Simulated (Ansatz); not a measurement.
Si:

```
CELL_PARAMETERS angstrom
-1.62691 1.62691 1.32033
1.62691 -1.62691 1.32033
1.62691 1.62691 -1.32033
ATOMIC_POSITIONS crystal
Si 0.00000 0.00000 0.00000
```

This isn't the form of Si at room conditions, which is diamond.

```yaml
Program: Ansatz 0.2.0
Task: relaxation of cell and atoms
Functional: PBE
Dispersion: D4
Potentials_or_basis: Ansatz PAW
Cutoff: "420 eV (not typed: the program's choice for these potentials)"
k_mesh: 13 × 13 × 13
Occupations: fermi-dirac, width 0.05 eV
Spin: no spin polarisation
```

At the start: volume 13.98 Å³/atom.

Where does the relaxation end?

It ends after 7 steps and the volume is 13.82 Å³/atom (-1.1 %); space group I4/mmm (No. 139, to 0.05 Å).

The path:
```
step  energy change (eV)  largest force (eV/Å)  volume (Å³)
   1              0.0000                0.0000        13.98
   2             -0.0031                0.0000        13.88
   3             -0.0066                0.0000        13.86
   4             -0.0082                0.0000        13.80
   5             -0.0083                0.0000        13.84
   6             -0.0084                0.0000        13.82
   7             -0.0084                0.0000        13.82
```

Final structure:
```yaml
crystal:
  lattice:
    - [-1.64426, 1.64426, 1.27836]
    - [1.64426, -1.64426, 1.27836]
    - [1.64426, 1.64426, -1.27836]
  atoms:
    - { symbol: Si, position: [0.00000, 0.00000, 0.00000] }
```

Caveat: the plane-wave basis is chosen anew once the cell has moved, so the energies of steps on either side of that aren't comparable; pairwise dispersion overbinds metals, which lowers pressure and volume.
